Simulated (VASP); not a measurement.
# A VASP 6.6.1 single-point calculation on HfO$_{2}$

INCAR

```
LREAL = .FALSE.
SIGMA = 0.02
LCHARG = .FALSE.
GGA = PE
LASPH = .TRUE.
NSW = 0
ISIF = 2
NBANDS = 35
EDIFF = 1E-7
NELM = 83
IBRION = -1
PREC = Accurate
ISMEAR = -1
LWAVE = .FALSE.
ENCUT = 520
```

KPOINTS

```
KPOINTS created by Atomic Simulation Environment
0
Gamma
8 8 8
0 0 0
```

POSCAR

```
Hf O
 1.0000000000000000
     0.1584675538000000    2.5864825802999998    2.5864825802999998
     2.5864825802999998    0.1584675538000000    2.5864825802999998
     2.5864825802999998    2.5864825802999998    0.1584675538000000
 Hf  O
   1   2
Cartesian
 -0.0000000000000000  0.0000000000000000  0.0000000000000000
  1.3140566257347566  1.3140566257347566  1.3140566257347563
  4.0173760886652419  4.0173760886652419  4.0173760886652419
```

The recommended PBE PAW datasets give the neutral cell 22 valence electrons.

Command

```
mpirun -np 1 vasp_std
```

Question: How does this run end, and what does it give?

Answer: It converged. Results: gap between bands v and c on the k mesh 3.94 eV; least direct gap on the k mesh 3.94 eV; pressure 11.4 GPa; largest force 0.02 eV/Å. Band v is the last that the valence electrons fill when counted band by band, and c is the next.

OSZICAR

```
N       E                     dE             d eps       ncg     rms          rms(c)
DAV:   1     0.993319702555E+02    0.99332E+02   -0.10883E+04  4574   0.631E+02
DAV:   2    -0.319033569279E+02   -0.13124E+03   -0.12515E+03  5391   0.204E+02
DAV:   3    -0.357969622953E+02   -0.38936E+01   -0.38706E+01  5410   0.285E+01
DAV:   4    -0.358069774103E+02   -0.10015E-01   -0.10014E-01  5211   0.150E+00
DAV:   5    -0.358070015657E+02   -0.24155E-04   -0.24155E-04  5262   0.701E-02    0.527E+01
DAV:   6    -0.302467569312E+02    0.55602E+01   -0.10278E+01  4721   0.168E+01    0.463E+01
DAV:   7    -0.301604941279E+02    0.86263E-01   -0.40500E-01  5278   0.297E+00    0.300E+01
DAV:   8    -0.301351915667E+02    0.25303E-01   -0.13839E-01  4934   0.223E+00    0.590E+00
DAV:   9    -0.301247015136E+02    0.10490E-01   -0.19758E-02  4845   0.852E-01    0.276E+00
DAV:  10    -0.301249474373E+02   -0.24592E-03   -0.19461E-03  5050   0.225E-01    0.322E-01
DAV:  11    -0.301249269044E+02    0.20533E-04   -0.90459E-05  5301   0.488E-02    0.235E-01
DAV:  12    -0.301249356340E+02   -0.87296E-05   -0.16224E-05  4996   0.187E-02    0.797E-03
DAV:  13    -0.301249361516E+02   -0.51757E-06   -0.13932E-06  5395   0.584E-03    0.127E-02
DAV:  14    -0.301249363299E+02   -0.17831E-06   -0.18761E-07  4808   0.207E-03    0.127E-03
DAV:  15    -0.301249363036E+02    0.26280E-07   -0.27928E-08  3227   0.782E-04
   1 F= -.30124936E+02 E0= -.30124936E+02  d E =-.463856E-13
```

For comparison, a separate PBE run of the intended cell, on usual settings and not on those above, gives a gap of 3.94 eV on its mesh and a pressure of 11.4 GPa.
